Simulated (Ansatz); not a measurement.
Two Ansatz runs on Ga

The structure is an experimental refinement, used without relaxation.

First run: DFT, PBE, all-electron LAPW, scalar-relativistic (Ansatz 0.2.0).

Command: `ansatz run input.yaml --threads 1 --pin off --max-ram 2048MiB --backend cpu --events-out ev --progress --plain --runs-dir out` The run took about 120 s on 1 thread of a shared machine.

```yaml
crystal:
  lattice:
    - [1.45, -4.065, 0.0]
    - [1.45, 4.065, 0.0]
    - [0.0, 0.0, 3.17]
  atoms:
    - { symbol: Ga, position: [0.867, 0.133, 0.25] }
    - { symbol: Ga, position: [0.133, 0.867, 0.75] }
kpoints:
  mp_grid: { grid: [15, 15, 13] }
  band_path:
    path:
      - [0.0, 0.0, 0.0]
      - [-0.5, 0.5, 0.0]
      - [-0.2818093587, 0.7181906413, 0.0]
      - [0.2818093587, 0.2818093587, 0.0]
      - [0.0, 0.0, 0.0]
      - [0.0, 0.0, 0.5]
      - [0.2818093587, 0.2818093587, 0.5]
      - [-0.2818093587, 0.7181906413, 0.5]
      - [-0.5, 0.5, 0.5]
    npoints: 14
scf:
  occupations: { method: fermi_dirac, width: 0.05 }
hamiltonian:
  xc: pbe
  pseudopotentials: { kind: all_electron, lapw: { basis_error: 0.00025 } }
output:
  forces: true
  stress: true
  eigenvalues: true
  populations: true
  dos: { projected: true, de: 0.2, e_range: [-14, 8] }
```

Result: converged; pressure 1.57 GPa; largest force 0.199 eV/Å; no gap on the k mesh; 8 SCF iterations.

The input is then changed:

```diff
@@ -22,5 +22,5 @@
     npoints: 14
 scf:
-  occupations: { method: fermi_dirac, width: 0.05 }
+  occupations: { method: cold, width: 0.1 }
 hamiltonian:
   xc: pbe
@@ -31,4 +31,3 @@
   eigenvalues: true
   populations: true
-  dos: { projected: true, de: 0.2, e_range: [-14, 8] }
```

Predict the outcome of the changed run.

It converged; energy at zero smearing +0.2 meV/atom from the first run; pressure 1.53 GPa; largest force 0.200 eV/Å; no gap on the k mesh; 8 SCF iterations.

The results part of its log:

```
SCF 1 converged in 8 iterations: F = -105799.635740 eV  dr2 = 3.37e-8
the search or the solves at the SCF's close seem to have found levels that the self-consistency loop had missed (the run counts 1). By its estimate they hold under 1e-12 electrons; where the run keeps them, the occupations were computed again with them
NSCF: frozen V_eff on 113 k-points
SCF converged after 8 iterations
Stability not checked: this state was not tested for a lower state beside it, because cold or Methfessel-Paxton smearing, or corrected tetrahedra, fill the levels in a way that the test cannot read (fill_not_monotonic; see scf.lower_state_search)
Free energy (F): -105799.635740 eV
Harris-Foulkes:  -105799.635740 eV  (|F-HF|=4.48e-9)
Internal energy: -105799.634532 eV  (E = F + TS)
E sigma→0 (E₀):  -105799.635338 eV
Entropy (-TS):   -0.001208 eV (-0.604 meV/atom)
Fermi energy:    11.938478 eV
--- Per-component energies (eV) ---
  E_band       = -1534.714154
  E_kinetic    = 107881.053665
  E_xc         = -4118.928033
  E_electrostatic = -209561.760164  (all electrons and nuclei)
  E_smearing   = -0.001208  (= −TS)
  E_closure    = 0.000000  (closes the sum)
  E_atoms      = -105793.889118  (free atoms, spherical and without spin; not in F)
  Σ components = -105799.635740   (vs F -105799.635740, Δ=0.00e0)
  Basis errors (estimates in eV, not in F): energy 8.6e-5 per atom: plane waves 7.5e-5 (4.0e-5 summed), levels above the bands 0.0e0, relativity 1.2e-8, radial functions 1.1e-5, core shells 8.1e-11; eigenvalues (radial functions only) 1.6e-7; not estimated: angular momenta, meshes, grids; target (lapw.basis_error) 2.5e-4; muffin-tin radii Ga 1.341 Å
--- Forces (eV/Å), atoms counted from 1 ---
  atom   1  Ga     0.00000000     0.20001899     0.00000000
  atom   2  Ga     0.00000000    -0.20001899     0.00000000
  max |Σ_I F_I| component: 0.00e0 eV/Å
--- Stress (GPa, compression-positive) ---
        0.096872       0.000000       0.000000
        0.000000       2.037767       0.000000
        0.000000       0.000000       2.460167
  P = ⅓ Tr σ = 1.5316 GPa (15.316 kbar)
--- Band table (eV; the first three rows and the last of 448) ---
  k-point 0: bands = ["-131.8895", "-131.8886", "-82.6317", "-82.6273", "-82.6197", "-82.6189", "-82.6133", "-82.6050", "-3.2394", "-3.2150", "-3.1439", "-3.1302", "-2.9400", "-2.9235", "-2.8938", "-2.8793", "-2.8790", "-2.7198", "0.6945", "9.6628", "10.3610", "14.8284", "18.5022", "19.7653", "20.6960", "22.3932"]
  k-point 1: bands = ["-131.8895", "-131.8886", "-82.6316", "-82.6274", "-82.6197", "-82.6189", "-82.6132", "-82.6052", "-3.2284", "-3.2205", "-3.1431", "-3.1202", "-2.9516", "-2.9427", "-2.8791", "-2.8765", "-2.8693", "-2.7295", "0.7842", "9.7682", "10.3562", "13.9055", "19.6633", "19.8493", "20.7729", "22.1097"]
  k-point 2: bands = ["-131.8894", "-131.8886", "-82.6316", "-82.6277", "-82.6196", "-82.6190", "-82.6128", "-82.6055", "-3.2312", "-3.1960", "-3.1424", "-3.0963", "-2.9749", "-2.9716", "-2.8797", "-2.8529", "-2.8513", "-2.7563", "1.0543", "10.0820", "10.1758", "12.5611", "20.0975", "20.7782", "20.7797", "20.9977"]
  k-point 447: bands = ["-131.8890", "-131.8890", "-82.6308", "-82.6307", "-82.6194", "-82.6191", "-82.6087", "-82.6084", "-3.1760", "-3.1725", "-3.0980", "-3.0816", "-2.9686", "-2.9617", "-2.8939", "-2.8757", "-2.8566", "-2.8524", "5.8436", "6.4408", "7.6668", "8.2633", "21.0093", "22.0785", "23.0296", "23.2818"]
--- Löwdin populations: 2 sites ---
  site symbol       q [e]
     0     Ga     30.9855
     1     Ga     30.9855
  spilling = 0.000467 (of n_electrons = 62.000000)
```
